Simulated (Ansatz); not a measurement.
## Every step of a relaxation of Al (hP4 type)

DFT, PBE, PAW with Ansatz's default frozen-core files, scalar-relativistic (Ansatz 0.2.0); a Γ-centred 10×10×7 k mesh, Fermi–Dirac smearing of 0.05 eV, no spin polarisation. The run relaxes shape and atoms at held volume.

Command: `ansatz run input.yaml --threads 1 --pin off --max-ram 3072MiB --backend cpu --events-out ev --progress --plain --runs-dir out` It took 6.5 s on 1 thread of Arm Neoverse V2, on a shared host, peak memory 0.31 GiB.

```yaml
crystal:
  lattice:
    - [3.6321203474, 0.0, 0.0]
    - [-1.8160601737, 3.1455084905, 0.0]
    - [0.0, 0.0, 4.5667775154]
  atoms:
    - { symbol: Al, position: [0.0, 0.0, 0.0] }
    - { symbol: Al, position: [0.0, 0.0, 0.5] }
    - { symbol: Al, position: [0.3333333333, 0.6666666667, 0.25] }
    - { symbol: Al, position: [0.6666666667, 0.3333333333, 0.75] }
kpoints:
  mp_grid: { grid: [10, 10, 7] }
scf:
  occupations: { method: fermi_dirac, width: 0.05 }
hamiltonian:
  xc: pbe
  pseudopotentials: { kind: paw }
output:
  forces: true
  stress: true
relax:
  f_tol: 0.005
  max_steps: 30
  cell: { stress_tol: 0.27, fix: [volume] }
```

Each step lists its free energy a cell above the last geometry, the pressure, the cell vectors (Å), and Cartesian positions (Å) with forces (eV/Å).

The first step:

```
step 1  dF = 26.87 meV  P = 63.4 GPa
  cell 3.6321 0.0000 0.0000  -1.8161 3.1455 0.0000  0.0000 0.0000 4.5668
  Al 0.0000 0.0000 0.0000   0.0000 0.0000 0.0000
  Al 0.0000 0.0000 2.2834   0.0000 0.0000 0.0000
  Al 0.0000 2.0970 1.1417   0.0000 0.0000 0.0000
  Al 1.8161 1.0485 3.4251   0.0000 0.0000 0.0000
```

Question: Where does the relaxation end, and by which steps?

Answer: After 4 geometries, with conventional a, b, c = 3.585, 3.585, 4.688 Å, at 13.044 Å³/atom and 62.9 GPa in space group P6_3/mmc, with a shortest distance of 2.344 Å. The further steps:
```
step 2  dF = 12.59 meV  P = 63.2 GPa
  cell 3.6162 0.0000 0.0000  -1.8081 3.1317 0.0000  0.0000 0.0000 4.6071
  Al 0.0000 0.0000 0.0000   0.0000 0.0000 0.0000
  Al 0.0000 0.0000 2.3036   0.0000 0.0000 0.0000
  Al 0.0000 2.0878 1.1518   0.0000 0.0000 0.0000
  Al 1.8081 1.0439 3.4553   0.0000 0.0000 0.0000
step 3  dF = 2.23 meV  P = 62.7 GPa
  cell 3.5713 0.0000 0.0000  -1.7856 3.0928 0.0000  0.0000 0.0000 4.7237
  Al 0.0000 0.0000 0.0000   0.0000 0.0000 0.0000
  Al 0.0000 0.0000 2.3619   0.0000 0.0000 0.0000
  Al 0.0000 2.0619 1.1809   0.0000 0.0000 0.0000
  Al 1.7856 1.0309 3.5428   0.0000 0.0000 0.0000
step 4  dF = 0.00 meV  P = 62.9 GPa
  cell 3.5847 0.0000 0.0000  -1.7924 3.1045 0.0000  0.0000 0.0000 4.6883
  Al 0.0000 0.0000 0.0000   0.0000 0.0000 0.0000
  Al 0.0000 0.0000 2.3441   0.0000 0.0000 0.0000
  Al 0.0000 2.0697 1.1721   0.0000 0.0000 0.0000
  Al 1.7924 1.0348 3.5162   0.0000 0.0000 0.0000
step 5  dF = -0.23 meV  P = 62.9 GPa  (same geometry on a basis chosen anew; earlier energies don't compare to the last digit)
  cell 3.5847 0.0000 0.0000  -1.7924 3.1045 0.0000  0.0000 0.0000 4.6883
  Al 0.0000 0.0000 0.0000   0.0000 0.0000 0.0000
  Al 0.0000 0.0000 2.3441   0.0000 0.0000 0.0000
  Al 0.0000 2.0697 1.1721   0.0000 0.0000 0.0000
  Al 1.7924 1.0348 3.5162   0.0000 0.0000 0.0000
```
